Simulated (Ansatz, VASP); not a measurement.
# SiC62: VASP beside Ansatz, part 2 of 2

One calculation is typed for both programs; each brings its own data sets. How far apart do they land? The cell is taken from a series of runs on this material, whose earlier steps may have relaxed, scaled, displaced or heated it; both programs get it as it stands.

VASP 6.6.1 and Ansatz 0.2.0.

So far: Set-up; Ansatz: single point, PBE0.

In doubt: a hybrid run on one k-point (step 2), which bears on gaps, levels and energies.

## (3) VASP: single point, PBE0

Level of this step: PBE0, spin-polarised from a ferromagnetic start; plane waves and PAW (C, Si) (VASP).

The same cell, functional, mesh and smearing now go to VASP, with its own data sets.

Lines of VASP's logs that name or quote its potential files are left out, and so is its time.

The run reads the wave functions of an earlier VASP run, which isn't shown here.

Input file INCAR:

```
SYSTEM = SiC62
PREC = Accurate
ENCUT = 520
EDIFF = 1E-06
NELM = 100
ISMEAR = -1
SIGMA = 0.01
LREAL = Auto
ALGO = Normal
LHFCALC = .TRUE.
AEXX = 0.25
GGA = PE
LASPH = .TRUE.
NBANDS = 170
ISPIN = 2
MAGMOM = 0 0 0 0.11 0.11 0.11 0 0.01 0.01 0 0.01 0.01 0.01 0 0.01 0 0.01 0 0.01 0.01 0.01 0 0.02 0.02 0.11 0.02 0.02 0.02 0 0.02 0.01 0.01 0 0 0.01 0.01 0.01 0 0.02 0.11 0.02 0.02 0.02 0 0.02 0.02 0.11 0.02 0.02 0.02 0 0.02 0.02 0.02 0.01 0.01 0.01 0.01 0 0 0 0.01 0.01
PRECFOCK = Fast
LORBIT = 11
LWAVE = .FALSE.
LCHARG = .FALSE.
ISIF = 2
NUPDOWN = 2
```

Input file POSCAR:

```
SiC62
1.0
    7.1431635103      0.0000000000      0.0000000000
    0.0000000000      7.1431635103      0.0000000000
    0.0000000000      0.0000000000      7.1431635103
C Si
62 1
Direct
    0.0045472752      0.0045472752      0.2533405748
    0.0045472752      0.2533405748      0.0045472752
    0.2533405748      0.0045472752      0.0045472752
    0.1231002394      0.1231002394      0.3897341583
    0.1231002394      0.3897341583      0.1231002394
    0.3897341583      0.1231002394      0.1231002394
    0.0009530203      0.0009530203      0.7529066466
    0.9969432384      0.2494023252      0.5049726454
    0.2494023252      0.9969432384      0.5049726454
    0.2501771194      0.2501771194      0.7511373306
    0.1271375923      0.1271375923      0.8782467417
    0.1200272221      0.3756015946      0.6280612959
    0.3756015946      0.1200272221      0.6280612959
    0.3748247000      0.3748247000      0.8738652670
    0.9969432384      0.5049726454      0.2494023252
    0.0009530203      0.7529066466      0.0009530203
    0.2494023252      0.5049726454      0.9969432384
    0.2501771194      0.7511373306      0.2501771194
    0.1200272221      0.6280612959      0.3756015946
    0.1271375923      0.8782467417      0.1271375923
    0.3756015946      0.6280612959      0.1200272221
    0.3748247000      0.8738652670      0.3748247000
    0.9974239900      0.5013400379      0.7516468779
    0.9974239900      0.7516468779      0.5013400379
    0.2352670703      0.5018989361      0.5018989361
    0.2492434074      0.7501893835      0.7501893835
    0.1236604494      0.6275775914      0.8733553079
    0.1236604494      0.8733553079      0.6275775914
    0.3716615781      0.6204566417      0.6204566417
    0.3757604481      0.8748118909      0.8748118909
    0.5049726454      0.9969432384      0.2494023252
    0.5049726454      0.2494023252      0.9969432384
    0.7529066466      0.0009530203      0.0009530203
    0.7511373306      0.2501771194      0.2501771194
    0.6280612959      0.1200272221      0.3756015946
    0.6280612959      0.3756015946      0.1200272221
    0.8782467417      0.1271375923      0.1271375923
    0.8738652670      0.3748247000      0.3748247000
    0.5013400379      0.9974239900      0.7516468779
    0.5018989361      0.2352670703      0.5018989361
    0.7516468779      0.9974239900      0.5013400379
    0.7501893835      0.2492434074      0.7501893835
    0.6275775914      0.1236604494      0.8733553079
    0.6204566417      0.3716615781      0.6204566417
    0.8733553079      0.1236604494      0.6275775914
    0.8748118909      0.3757604481      0.8748118909
    0.5018989361      0.5018989361      0.2352670703
    0.5013400379      0.7516468779      0.9974239900
    0.7516468779      0.5013400379      0.9974239900
    0.7501893835      0.7501893835      0.2492434074
    0.6204566417      0.6204566417      0.3716615781
    0.6275775914      0.8733553079      0.1236604494
    0.8733553079      0.6275775914      0.1236604494
    0.8748118909      0.8748118909      0.3757604481
    0.4978647226      0.4978647226      0.7467554360
    0.4978647226      0.7467554360      0.4978647226
    0.7467554360      0.4978647226      0.4978647226
    0.7494115788      0.7494115788      0.7494115788
    0.6240490739      0.6240490739      0.8720950408
    0.6240490739      0.8720950408      0.6240490739
    0.8720950408      0.6240490739      0.6240490739
    0.8755899420      0.8755899420      0.8755899420
    0.3125291139      0.3125291139      0.3125291139
```

Input file KPOINTS:

```
Automatic mesh
0
Gamma
1 1 1
0 0 0
```

PAW data sets: C and Si (PBE family, release 64).

The run is started by

```
> export OMP_NUM_THREADS=3
> mpirun -np 1 vasp_gam
```

Numbers of over 12 decimals in the logs are rounded to 6 here.

The program printed:

```text
[banner, memory and clock lines left out]
running    1 mpi-ranks, on    1 nodes
[...]
Offloading initialized ...    1 GPUs detected
[...]
LDA part: xc-table for (Slater+PW92), standard interpolation
 found WAVECAR, reading the header
 POSCAR, INCAR and KPOINTS ok, starting setup
[...]
reading WAVECAR
 the WAVECAR file was read successfully
 initial charge from wavefunction
 entering main loop
       N       E                     dE             d eps       ncg     rms          rms(c)
DAV:   1    -0.685425938852E+03   -0.68543E+03   -0.82373E+00   704   0.762E+00    0.496E+00
DAV:   2    -0.685461431454E+03   -0.35493E-01   -0.14519E-01   776   0.860E-01    0.311E+00
DAV:   3    -0.685444665718E+03    0.16766E-01   -0.19158E-02   792   0.322E-01    0.175E+00
DAV:   4    -0.685439746190E+03    0.49195E-02   -0.57971E-03   776   0.187E-01    0.962E-01
[...]
DAV:   9    -0.685437841376E+03    0.96252E-05   -0.49569E-06   710   0.650E-03    0.505E-02
DAV:  10    -0.685437839024E+03    0.23518E-05   -0.14663E-06   484   0.375E-03    0.283E-02
DAV:  11    -0.685437838757E+03    0.26731E-06   -0.54257E-07   424   0.240E-03
   1 F= -.68543784E+03 E0= -.68543784E+03  d E =-.177469E-14  mag=     2.0000
```

OUTCAR, selected parts (step 3):

```text
  FREE ENERGIE OF THE ION-ELECTRON SYSTEM (eV)
  ---------------------------------------------------
  free  energy   TOTEN  =      -685.4378387572 eV

  energy  without entropy=     -685.4378387572  energy(sigma->0) =     -685.43783876

 magnetization (x)
# of ion       s       p       d       tot
------------------------------------------
    1       -0.001   0.003   0.000   0.002
    2       -0.001   0.003   0.000   0.002
    3       -0.001   0.003   0.000   0.002
    4        0.013   0.127   0.000   0.140
    5        0.013   0.127   0.000   0.140
    6        0.013   0.127   0.000   0.140
    7       -0.000   0.005   0.000   0.005
    8       -0.000   0.010   0.000   0.010
    9       -0.000   0.010   0.000   0.010
   10       -0.000   0.004   0.000   0.004
   11        0.000   0.006   0.000   0.006
   12       -0.000   0.010   0.000   0.010
   13       -0.000   0.010   0.000   0.010
[...]
--------------------------------------------------
tot          0.075   1.315   0.000   1.390

[... 1 further part left out ...]
```

The run ends at a pressure of -4.08 GPa, with forces up to 0.12 eV/Å.

## (4) Side by side

Known differences besides the potentials themselves: exact exchange at q = 0 is treated differently, which shows on coarse meshes; VASP keeps PBE cores, Ansatz makes them for the functional; the cutoff is 420 eV in Ansatz and 520 eV in VASP (PREC = Accurate, projectors in real space); VASP takes a coarser grid for exact exchange (PRECFOCK = Fast); site moments are counted in spheres of each program's own size. Total energies have different zeros and are not compared.

Both answers:

| quantity | Ansatz | VASP | difference |
| --- | --- | --- | --- |
| total moment, fixed by the input (μB) | 2.00 | 2.00 | 0.00 |
| moment on C4 (μB) | 0.11 | 0.14 | -0.03 |
| moment on C5 (μB) | 0.11 | 0.14 | -0.03 |
| moment on C6 (μB) | 0.11 | 0.14 | -0.03 |
| moment on C25 (μB) | 0.11 | 0.14 | -0.03 |
| moment on C47 (μB) | 0.11 | 0.14 | -0.03 |
| moment on C40 (μB) | 0.11 | 0.14 | -0.03 |
| moment on Si63 (μB) | 0.01 | -0.06 | +0.07 |

Forces on 7 of the 63 atoms, those with the largest forces and the largest differences (eV/Å; atoms numbered as in POSCAR):

| atom | Ansatz x, y, z | VASP x, y, z |
| --- | --- | --- |
| C3 | -0.045, -0.056, -0.056 | -0.043, -0.046, -0.046 |
| C4 | -0.056, -0.056, 0.132 | -0.040, -0.040, 0.110 |
| C5 | -0.056, 0.132, -0.056 | -0.040, 0.110, -0.040 |
| C6 | 0.132, -0.056, -0.056 | 0.110, -0.040, -0.040 |
| C25 | -0.132, 0.057, 0.057 | -0.105, 0.038, 0.038 |
| C40 | 0.057, -0.132, 0.057 | 0.038, -0.105, 0.038 |
| C47 | 0.057, 0.057, -0.132 | 0.038, 0.038, -0.105 |

The forces differ by 9.2 meV/Å r.m.s., which is 30.7 % of the r.m.s. force of 0.030 eV/Å (both taken over all components).

## (5) Summary of results

| Item | Value |
| --- | --- |
| difference in moment on Si63 (single point, PBE0) | 0.066 μB |
| r.m.s. force difference (single point, PBE0) | 9.2 meV/Å |

The r.m.s. force difference is 9.2 meV/Å (single point, PBE0), within the 12 meV/Å picked in this series as the mark of a large difference. Such differences can come from data sets, numerical settings and the points named under the comparisons, not from the functional's error against experiment.

[Lines on the potential files, build, host, timing and source positions are cut from VASP's logs without a mark.]

[Logs are printed without paths, hosts, clocks, repeated set-up lines and the standing remarks that a program may print on its own settings, such as how far it seeks lower states.]

[Hosts, paths, dates, database ids (printed as entryN), source tags and the programs' standing remarks are cut or masked in the printed files.]
